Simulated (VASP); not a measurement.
Wanted: the native input for a VASP 6.6.1 run.

| Item | Value |
| --- | --- |
| Task | evGW0 quasiparticle levels |
| Functional | PBE |
| Potentials or basis | VASP PAW PBE potentials, release 64 (Cd_GW, S_GW) |
| Cutoff | 450 eV |
| k mesh | 4 × 4 × 4 |
| Occupations | gaussian, width 0.01 eV |
| Spin | no spin polarisation |
| GW scheme | evGW0 |
| GW iterations | 4 |
| Cutoff of the response function | 100 |
| Frequency points | 50 |
| Empty bands | 112 |
| Further INCAR settings | ALGO = EVGW0; EDIFF = 1e-08; NBANDS = 121 |

The system is CdS (Hawleyite).

```
Cd S
1.0
     0.00000    2.91650    2.91650
     2.91650    0.00000    2.91650
     2.91650    2.91650    0.00000
Cd S
1 1
Direct
  0.00000 0.00000 0.00000
  0.75000 0.75000 0.75000
```

These files were run (other wordings do the same):

POSCAR

```
CdS
1.0
    0.0000000000      2.9165000000      2.9165000000
    2.9165000000      0.0000000000      2.9165000000
    2.9165000000      2.9165000000      0.0000000000
Cd S
1 1
Direct
    0.0000000000      0.0000000000      0.0000000000
    0.7500000000      0.7500000000      0.7500000000
```

INCAR.step1

```
SYSTEM = CdS
PREC = Accurate
ENCUT = 450
EDIFF = 1E-8
ISMEAR = 0
SIGMA = 0.01
LREAL = .False.
LASPH = .True.
NELM = 60
ALGO = Fast
LWAVE = .True.
LCHARG = .False.
GGA = PE
```

INCAR.step2

```
SYSTEM = CdS
PREC = Accurate
ENCUT = 450
EDIFF = 1E-8
ISMEAR = 0
SIGMA = 0.01
LREAL = .False.
LASPH = .True.
NELM = 1
ALGO = Exact
LWAVE = .True.
LCHARG = .False.
GGA = PE
NBANDS = 121
LOPTICS = .True.
ISTART = 1
```

INCAR.step3

```
SYSTEM = CdS
PREC = Accurate
ENCUT = 450
EDIFF = 1E-8
ISMEAR = 0
SIGMA = 0.01
LREAL = .False.
LASPH = .True.
ALGO = EVGW0
LWAVE = .False.
LCHARG = .False.
GGA = PE
NELMGW = 4
NBANDS = 121
ENCUTGW = 100
NOMEGA = 50
PRECFOCK = Fast
ISTART = 1
NBANDSGW = 17
```

KPOINTS

```
Automatic mesh
0
Gamma
  4 4 4
  0 0 0
```

Potentials or basis: VASP PAW PBE potentials, release 64 (Cd_GW, S_GW).

Run with:

```console
$ cat potpaw_PBE.64/Cd_GW/POTCAR potpaw_PBE.64/S_GW/POTCAR > POTCAR
$ cp INCAR.step1 INCAR
$ mpirun -np 1 vasp_std > vasp.out
$ cp INCAR.step2 INCAR
$ mpirun -np 1 vasp_std > vasp.out
$ cp INCAR.step3 INCAR
$ mpirun -np 1 vasp_std > vasp.out
```

It gave:

| Item | Value |
| --- | --- |
| Band gap on the k mesh, mean-field level | 1.13 eV, direct |
| Quasiparticle gap | 2.06 eV |
| Least direct quasiparticle gap | 2.06 eV |

Caveat: the k mesh is coarse (spacing up to 0.47 Å⁻¹), so the values aren't converged; bands, screening cutoff and mesh are small and nothing is extrapolated, so the quasiparticle values aren't converged.

It took 4.5 min on 1 thread of Intel(R) Xeon(R) 6975P-C (Granite Rapids), on a shared host, peak memory 0.4 GiB.
